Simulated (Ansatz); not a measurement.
Set up this calculation in Ansatz 0.2.0, as the native input.

- Task: phonons
- Functional: PBE
- Potentials or basis: Ansatz PAW
- Cutoff: 420 eV (not typed: the program's choice for these potentials)
- k mesh: 9 × 9 × 9
- Occupations: fermi-dirac, width 0.05 eV
- Spin: no spin polarisation

Crystal: Sb.

```
Sb
1.0
    -1.57654    1.57654    2.71194
     1.57654   -1.57654    2.71194
     1.57654    1.57654   -2.71194
Sb
1
Direct
  0.00000 0.00000 0.00000
```

This isn't the form of Sb at room conditions, which is rhombohedral.

The input as run:

input.yaml

```yaml
crystal:
  lattice:
    - [-1.5765401831, 1.5765401831, 2.7119384313]
    - [1.5765401831, -1.5765401831, 2.7119384313]
    - [1.5765401831, 1.5765401831, -2.7119384313]
  atoms:
    - { symbol: Sb, position: [0.0, 0.0, 0.0] }
hamiltonian:
  xc: pbe
  pseudopotentials: { kind: paw }
kpoints:
  mp_grid: { grid: [9, 9, 9] }
scf:
  occupations: { method: fermi_dirac, width: 0.05 }
phonons:
  method: dfpt
```

Potentials or basis: Ansatz PAW.

Launch:

```bash
$ ansatz run input.yaml --threads 2 --pin off --max-ram 5632MiB --backend cpu --events-out ev --progress --plain --runs-dir out
```

Results of the run:

* Band gap on the k mesh: none (metal or under the smearing width)

It took 7.2 s on 2 threads of Intel(R) Xeon(R) Platinum 8259CL CPU @ 2.50GHz (Skylake/Cascade Lake) (shared host), peak memory 0.47 GiB.
